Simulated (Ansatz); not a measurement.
Input and output of a relaxation of cell and atoms on BP built on the rocksalt prototype (Ansatz 0.2.0, r2SCAN). The starting cell comes from a relaxation with PBE.

```yaml
crystal:
  lattice:
    - [0.0, 2.1562587434, 2.1562587434]
    - [2.1562587434, 0.0, 2.1562587434]
    - [2.1562587434, 2.1562587434, 0.0]
  atoms:
    - { symbol: B, position: [0.0, 0.0, 0.0] }
    - { symbol: P, position: [0.5, 0.5, 0.5] }
kpoints:
  mp_grid: { grid: [10, 10, 10] }
hamiltonian:
  xc: r2scan
scf:
  occupations: { method: fermi_dirac, width: 0.02 }
relax:
  f_tol: 0.005
  cell: {}
output:
  write_density: true
  write_potential: true
  elf: true
  volumetric_format: npy
```

In the abridged output below, numbers in square brackets stand for lines, or ends of lines, that were taken out.
```
Functional definition: r2SCAN
Crystal: 2 atoms, lattice volume = 20.051 Å³
[1]
Bands: 8, of which v1, the nominal top of the filled ones, is band 4 counted from 1 (3 counted from 0)
Symmetry: 48 space group operations
Space group: Fm-3m (ITA 225)
k-points: 47 of 1000
relax step 1: F+E_penalty+E_count = -914.26263165 eV  P = -0.170 GPa  Ω = 20.051 Å³
--- Relaxed structure (3 steps of the walk, 3 accepted, 1 SCFs on fresh bases) ---
[2]
```

Q: Give the withheld lines. They hold the relaxed structure, cutoff and plane waves at Γ.

A:
```
[1]
Basis set: ecut = 500 eV, 531 PW (Γ)
[2]
  F+E_penalty+E_count = -914.26263992 eV
  cell:  # Å, volume = 20.0276 Å³
    - [0.000000, 2.155425, 2.155425]
    - [2.155425, 0.000000, 2.155425]
    - [2.155425, 2.155425, 0.000000]
  atoms:
    - { symbol: B, position: [0.000000, 0.000000, 0.000000] }
    - { symbol: P, position: [0.500000, 0.500000, 0.500000] }
```
Only the leading digits can be foreseen; the rest is this run's record.

The walk took 3 steps and changed the volume by -0.1 %. The last SCF, on a fresh basis, lies 0.0 meV an atom below the first. Final cell: the symmetry is Fm-3m (No. 225, cubic); conventional cell a = 4.311 Å, 10.01 Å³ an atom. B is surrounded by 6 P at 2.16 Å; P is surrounded by 6 B at 2.16 Å.

Command: `ansatz run input.yaml --threads 2 --pin off --max-ram 2211MiB --backend cpu --events-out ev --progress --plain --runs-dir out`. It took 2.1 s on 2 threads of Intel(R) Xeon(R) Platinum 8488C (Sapphire Rapids), with other jobs on the host; peak host memory 0.41 GiB.

(Calculated; spin-unpolarised; the phase may be known or hypothetical.)

Where bands overlap, v1 and c1 are numbered by the electron count and aren't everywhere filled or empty.

Overlapping bands make a metal at that level, for which these meshes are coarse; small forces, stresses and energy differences are uncertain.
